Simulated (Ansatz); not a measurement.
# Si3S: the cost of one run

Method: DFT PBE, scalar-relativistic, plane waves, PAW, in Ansatz 0.2.0.

2 further runs of the same task are left out: 2 that didn't finish.

## Step 1: The starting structure

The structure is tetragonal, space group I4/mmm (No. 139). The conventional cell has a = 3.895 Å, b = 3.895 Å, c = 8.700 Å, α = 90.00°, β = 90.00°, γ = 90.00°. Si (site symmetry 4/mmm) has 4 S at 2.75 Å and 8 Si at 2.92 Å as nearest neighbours. Si (site symmetry -4m2) has 8 Si at 2.75 to 2.92 Å and 4 S at 2.92 Å as nearest neighbours. S (site symmetry 4/mmm) is surrounded by 12 Si at 2.75 to 2.92 Å.

Structure file:

```
CELL_PARAMETERS angstrom
-1.94746 1.94746 4.35017
1.94746 -1.94746 4.35017
1.94746 1.94746 -4.35017
ATOMIC_POSITIONS crystal
Si 0.50000 0.50000 0.00000
Si 0.25000 0.75000 0.50000
Si 0.75000 0.25000 0.50000
S 0.00000 0.00000 0.00000
```

This is candidate A: TiAl3 (D0_22) type (I4/mmm, No. 139).

(A quick probe on a coarse mesh, which set the mesh and smearing, is not shown.)

## Step 3: The relaxation (candidate A)

input.yaml reads:

```yaml
crystal:
  lattice:
    - [-1.94745963, 1.94745963, 4.3501695632]
    - [1.94745963, -1.94745963, 4.3501695632]
    - [1.94745963, 1.94745963, -4.3501695632]
  atoms:
    - { symbol: Si, position: [0.5, 0.5, 0.0] }
    - { symbol: Si, position: [0.25, 0.75, 0.5] }
    - { symbol: Si, position: [0.75, 0.25, 0.5] }
    - { symbol: S, position: [0.0, 0.0, 0.0] }
basis:
  ecutwfc: 420
kpoints:
  mp_grid: { grid: [16, 16, 16] }
hamiltonian:
  xc: pbe
scf:
  occupations: { method: gaussian, width: 0.1 }
output:
  forces: true
  stress: true
  eigenvalues: true
relax:
  adjacent_minimum: "off"
  f_tol: 0.01
  max_steps: 80
  cell: { stress_tol: 0.05 }
```

Started as:

```
> ansatz run input.yaml --threads 1 --pin off --max-ram 2560MiB --backend cpu --events-out ev --progress --plain --runs-dir out
```

Q: Estimate wall time and peak memory on 1 thread of Arm Neoverse V2, shared host.

About 3.4 min, with a peak of 0.59 GiB.
